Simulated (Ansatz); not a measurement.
**W: a trigonal deformation path**

This session takes W and sets out to follow a trigonal deformation at fixed volume.

The COD cell was measured well above room temperature, so it is larger than a cold one.

Computed with Ansatz 0.2.0 (DFT PBE, scalar-relativistic, plane waves, PAW, unless a step's input says otherwise).

## (1) The starting structure

It takes space group Im-3m (No. 229, cubic). The conventional cell has a = 3.195 Å, b = 3.195 Å, c = 3.195 Å, α = 90.00°, β = 90.00°, γ = 90.00°. W (site symmetry m-3m) has 8 W at 2.77 Å as nearest neighbours.

Structure file:

```cif
data_structure
_symmetry_space_group_name_H-M 'P 1'
_symmetry_Int_Tables_number 1
_cell_length_a 2.7666
_cell_length_b 2.7666
_cell_length_c 2.7666
_cell_angle_alpha 109.471
_cell_angle_beta 109.471
_cell_angle_gamma 109.471
_cell_volume 16.30
loop_
_atom_site_label
_atom_site_type_symbol
_atom_site_fract_x
_atom_site_fract_y
_atom_site_fract_z
_atom_site_occupancy
W1 W 0.00000 0.00000 0.00000 1
```

The cell is taken as given, not relaxed at this level.

## (2) Zero of the scan

input.yaml

```yaml
crystal:
  lattice:
    - [-1.5973, 1.5973, 1.5973]
    - [1.5973, -1.5973, 1.5973]
    - [1.5973, 1.5973, -1.5973]
  atoms:
    - { symbol: W, position: [0.0, 0.0, 0.0] }
basis:
  ecutwfc: 420
kpoints:
  mp_grid: { grid: [24, 24, 24] }
hamiltonian:
  xc: pbe
scf:
  occupations: { method: fermi_dirac, width: 0.4 }
output:
  forces: true
  stress: true
  eigenvalues: true
```

Launch:

```console
$ ansatz run input.yaml --threads 1 --pin off --max-ram 2560MiB --backend cpu --events-out ev --progress --plain --runs-dir out
```

Standard output, shortened:

```text
Warning: RAYON_NUM_THREADS=1 ignored (pool sized by the plan → 1); use --threads N
band count auto-derived: 12 (N_el = 14.0; filled up to band 7; 11 by the electrons, moments and atoms)
[...]
Pseudopotentials: kind: paw
Pseudopotential: W, paw, valence charge 14, recommended cutoff 420 eV (normal), W.paw.azcp
Functional definition: PBE
[...]
Crystal: 1 atoms, lattice volume = 16.301 Å³
Basis set: ecut = 420 eV, 321 PW (Γ), exchange–correlation on 40×40×40 points (8 copies of the dense FFT grid, shifted against one another)
Bands: 12, of which v1, the nominal top of the filled ones, is band 7 counted from 1 (6 counted from 0)
Symmetry: 48 space group operations
Space group: Im-3m (ITA 229), of the structure as read, at distance tolerance 2.5e-5 Å
k-points: 413 of 13824
[...]
SCF iter   1: F=—  HF=-10384.963035 eV  |F-HF|=—  |Δ(HF+E_count)|=         —  Δρ=2.98e-3  dr2=1.18e-3  ethr=1.77e-3  ⟨swp⟩=5.0  Hψ=24838  notcnv=0
[...]
SCF iter   6: F=-10384.962433 eV  HF=-10384.962433 eV  |F-HF|=7.28e-12  |Δ(HF+E_count)|=  2.29e-10  Δρ=1.49e-7  dr2=9.18e-13  ethr=2.18e-12  ⟨swp⟩=1.0  Hψ=12814  notcnv=0
[...]
SCF converged after 6 iterations
Free energy (F): -10384.962433 eV
[...]
E sigma→0 (E₀):  -10384.801808 eV
Entropy (-TS):   -0.321251 eV (-321.251 meV/atom)
Fermi energy:    21.838098 eV
[...]
--- Forces (eV/Å), atoms counted from 1 ---
  atom   1  W      0.00000000    -0.00000000    -0.00000000
[...]
--- Stress (GPa, compression-positive) ---
       -1.732574       0.000000      -0.000000
       -0.000000      -1.732574       0.000000
       -0.000000       0.000000      -1.732574
  P = ⅓ Tr σ = -1.7326 GPa (-17.326 kbar)
--- Band table (eV; the first three rows and the last of 413) ---
  k-point 0: bands = ["-52.1861", "-15.8309", "-15.8309", "-15.8309", "12.4421", "20.7405", "20.7405", "20.7405", "24.1192", "24.1192", "36.3600", "36.3600"]
[...]
```

Run time: 3.2 s. Hardware: 1 thread of AMD EPYC 7R43 (Zen 3), shared host; peak memory 0.41 GiB.

The reference gives a free energy of -10384.9624 eV, pressure -1.73 GPa, largest force 0.000 eV/Å and gap on the mesh none (metal).

## (3) Setting up a trigonal deformation path

At fixed volume and fractional coordinates, lengths along (0.577, 0.577, 0.577) are scaled against those across it; ρ is that ratio over its starting value.

## (4) At ρ = 0.500

Changes to input.yaml since step 2:

```diff
@@ -2,5 +2,5 @@
   lattice:
-    - [-1.5973, 1.5973, 1.5973]
-    - [1.5973, -1.5973, 1.5973]
-    - [1.5973, 1.5973, -1.5973]
+    - [-2.3478838752, 1.6770599108, 1.6770599108]
+    - [1.6770599108, -2.3478838752, 1.6770599108]
+    - [1.6770599108, 1.6770599108, -2.3478838752]
   atoms:
```

Launch:

```console
$ ansatz run input.yaml --threads 1 --pin off --max-ram 2560MiB --backend cpu --events-out ev --progress --plain --runs-dir out
```

Standard output, shortened:

```text
Warning: RAYON_NUM_THREADS=1 ignored (pool sized by the plan → 1); use --threads N
band count auto-derived: 12 (N_el = 14.0; filled up to band 7; 11 by the electrons, moments and atoms)
[...]
[... 3 set-up lines as earlier in the session ...]
[...]
Crystal: 1 atoms, lattice volume = 16.301 Å³
Basis set: ecut = 420 eV, 307 PW (Γ), exchange–correlation on 48×48×48 points (8 copies of the dense FFT grid, shifted against one another)
Bands: 12, of which v1, the nominal top of the filled ones, is band 7 counted from 1 (6 counted from 0)
Symmetry: 12 space group operations
Space group: R-3m (ITA 166), of the structure as read, at distance tolerance 2.5e-5 Å
k-points: 1313 of 13824
[...]
SCF iter   1: F=—  HF=-10372.942208 eV  |F-HF|=—  |Δ(HF+E_count)|=         —  Δρ=5.21e-2  dr2=2.72e-1  ethr=1.77e-3  ⟨swp⟩=5.4  Hψ=91215  notcnv=0
[...]
SCF iter   6: F=-10372.895915 eV  HF=-10372.895915 eV  |F-HF|=1.74e-8  |Δ(HF+E_count)|=   2.26e-8  Δρ=2.34e-5  dr2=4.79e-8  ethr=7.14e-10  ⟨swp⟩=4.3  Hψ=80566  notcnv=0
[...]
SCF converged after 6 iterations
Free energy (F): -10372.895915 eV
[...]
E sigma→0 (E₀):  -10372.707609 eV
Entropy (-TS):   -0.376610 eV (-376.610 meV/atom)
Fermi energy:    21.658278 eV
[...]
--- Forces (eV/Å), atoms counted from 1 ---
  atom   1  W      0.00000000    -0.00000000     0.00000000
[...]
--- Stress (GPa, compression-positive) ---
      260.105770     273.114880     273.114880
      273.114880     260.105770     273.114880
      273.114880     273.114880     260.105770
  P = ⅓ Tr σ = 260.1058 GPa (2601.058 kbar)
--- Band table (eV; the first three rows and the last of 1313) ---
  k-point 0: bands = ["-55.7624", "-18.8637", "-18.8637", "-7.7971", "11.4237", "16.0726", "17.6099", "17.6099", "29.8533", "36.1289", "36.1289", "37.9380"]
[...]
```

Run time: 15 s. Hardware: 1 thread of AMD EPYC 7R43 (Zen 3), shared host; peak memory 0.59 GiB.

## (5) Point ρ = 2.000

input.yaml

```yaml
crystal:
  lattice:
    - [-0.8451852334, 1.6903704669, 1.6903704669]
    - [1.6903704669, -0.8451852334, 1.6903704669]
    - [1.6903704669, 1.6903704669, -0.8451852334]
  atoms:
    - { symbol: W, position: [0.0, 0.0, 0.0] }
basis:
  ecutwfc: 420
kpoints:
  mp_grid: { grid: [24, 24, 24] }
hamiltonian:
  xc: pbe
scf:
  occupations: { method: fermi_dirac, width: 0.4 }
output:
  forces: true
  stress: true
  eigenvalues: true
```

Launch:

```console
$ ansatz run input.yaml --threads 1 --pin off --max-ram 2560MiB --backend cpu --events-out ev --progress --plain --runs-dir out
```

Standard output, shortened:

```text
[...]
SCF converged after 6 iterations
Free energy (F): -10383.396956 eV
[...]
E sigma→0 (E₀):  -10383.191668 eV
Entropy (-TS):   -0.410576 eV (-410.576 meV/atom)
Fermi energy:    21.759433 eV
[...]
--- Forces (eV/Å), atoms counted from 1 ---
  atom   1  W      0.00000000     0.00000000    -0.00000000
[...]
--- Stress (GPa, compression-positive) ---
       34.386878       0.000000      -0.000000
        0.000000      34.386878      -0.000000
       -0.000000      -0.000000      34.386878
  P = ⅓ Tr σ = 34.3869 GPa (343.869 kbar)
--- Band table (eV; the first three rows and the last of 455) ---
  k-point 0: bands = ["-52.1145", "-15.5717", "-15.5717", "-15.5717", "12.6638", "16.8352", "16.8352", "27.3359", "27.3359", "27.3359", "37.4661", "37.4661"]
[...]
```

It took 4 s on 1 thread of AMD EPYC 7R43 (Zen 3), shared host; peak memory 0.42 GiB.

## (6) Point ρ = 0.710

input.yaml

```yaml
crystal:
  lattice:
    - [-1.963548737, 1.6173912089, 1.6173912089]
    - [1.6173912089, -1.963548737, 1.6173912089]
    - [1.6173912089, 1.6173912089, -1.963548737]
  atoms:
    - { symbol: W, position: [0.0, 0.0, 0.0] }
basis:
  ecutwfc: 420
kpoints:
  mp_grid: { grid: [24, 24, 24] }
hamiltonian:
  xc: pbe
scf:
  occupations: { method: fermi_dirac, width: 0.4 }
output:
  forces: true
  stress: true
  eigenvalues: true
```

Launch:

```console
$ ansatz run input.yaml --threads 1 --pin off --max-ram 2560MiB --backend cpu --events-out ev --progress --plain --runs-dir out
```

Standard output, shortened:

```text
[...]
SCF converged after 6 iterations
Free energy (F): -10383.203523 eV
[...]
E sigma→0 (E₀):  -10383.007791 eV
Entropy (-TS):   -0.391463 eV (-391.463 meV/atom)
Fermi energy:    22.040613 eV
[...]
--- Forces (eV/Å), atoms counted from 1 ---
  atom   1  W     -0.00000000    -0.00000000    -0.00000000
[...]
--- Stress (GPa, compression-positive) ---
       38.358104      60.279361      60.279361
       60.279361      38.358104      60.279361
       60.279361      60.279361      38.358104
  P = ⅓ Tr σ = 38.3581 GPa (383.581 kbar)
--- Band table (eV; the first three rows and the last of 1313) ---
  k-point 0: bands = ["-52.4190", "-16.3330", "-16.3330", "-14.1325", "12.6926", "16.7399", "20.3113", "20.3113", "27.6044", "27.6044", "32.7533", "38.3340"]
[...]
```

Wall time 17 s (1 thread of AMD EPYC 7R43 (Zen 3), shared host); peak memory 0.6 GiB.

## (7) ρ = 1.410

Changes to input.yaml since step 6:

```diff
@@ -2,5 +2,5 @@
   lattice:
-    - [-1.963548737, 1.6173912089, 1.6173912089]
-    - [1.6173912089, -1.963548737, 1.6173912089]
-    - [1.6173912089, 1.6173912089, -1.963548737]
+    - [-1.2297739714, 1.6191232596, 1.6191232596]
+    - [1.6191232596, -1.2297739714, 1.6191232596]
+    - [1.6191232596, 1.6191232596, -1.2297739714]
   atoms:
```

Launch:

```console
$ ansatz run input.yaml --threads 1 --pin off --max-ram 2560MiB --backend cpu --events-out ev --progress --plain --runs-dir out
```

Standard output, shortened:

```text
Warning: RAYON_NUM_THREADS=1 ignored (pool sized by the plan → 1); use --threads N
band count auto-derived: 12 (N_el = 14.0; filled up to band 7; 11 by the electrons, moments and atoms)
[...]
[... 3 set-up lines as earlier in the session ...]
[...]
Crystal: 1 atoms, lattice volume = 16.301 Å³
Basis set: ecut = 420 eV, 321 PW (Γ), exchange–correlation on 36×36×36 points (8 copies of the dense FFT grid, shifted against one another)
Bands: 12, of which v1, the nominal top of the filled ones, is band 7 counted from 1 (6 counted from 0)
[... 2 set-up lines as earlier in the session ...]
k-points: 1313 of 13824
[...]
SCF iter   1: F=—  HF=-10384.188261 eV  |F-HF|=—  |Δ(HF+E_count)|=         —  Δρ=3.85e-3  dr2=6.74e-4  ethr=1.77e-3  ⟨swp⟩=5.0  Hψ=79209  notcnv=0
[...]
SCF iter   6: F=-10384.188000 eV  HF=-10384.188000 eV  |F-HF|=3.67e-10  |Δ(HF+E_count)|=   3.29e-9  Δρ=2.78e-6  dr2=5.64e-10  ethr=6.48e-11  ⟨swp⟩=1.8  Hψ=51905  notcnv=0
[...]
SCF converged after 6 iterations
Free energy (F): -10384.188000 eV
[...]
E sigma→0 (E₀):  -10384.016971 eV
Entropy (-TS):   -0.342059 eV (-342.059 meV/atom)
Fermi energy:    21.947927 eV
[...]
--- Forces (eV/Å), atoms counted from 1 ---
  atom   1  W      0.00000000     0.00000000     0.00000000
[...]
--- Stress (GPa, compression-positive) ---
       16.876849     -17.481395     -17.481395
      -17.481395      16.876849     -17.481395
      -17.481395     -17.481395      16.876849
  P = ⅓ Tr σ = 16.8768 GPa (168.768 kbar)
--- Band table (eV; the first three rows and the last of 1313) ---
  k-point 0: bands = ["-52.1400", "-15.9599", "-15.5401", "-15.5401", "12.5597", "18.0915", "18.0915", "24.6026", "25.9294", "25.9294", "35.5353", "35.5353"]
[...]
```

It took 12 s on 1 thread of AMD EPYC 7R43 (Zen 3), shared host; peak memory 0.56 GiB.

(Part 1 of 2 ends here.)
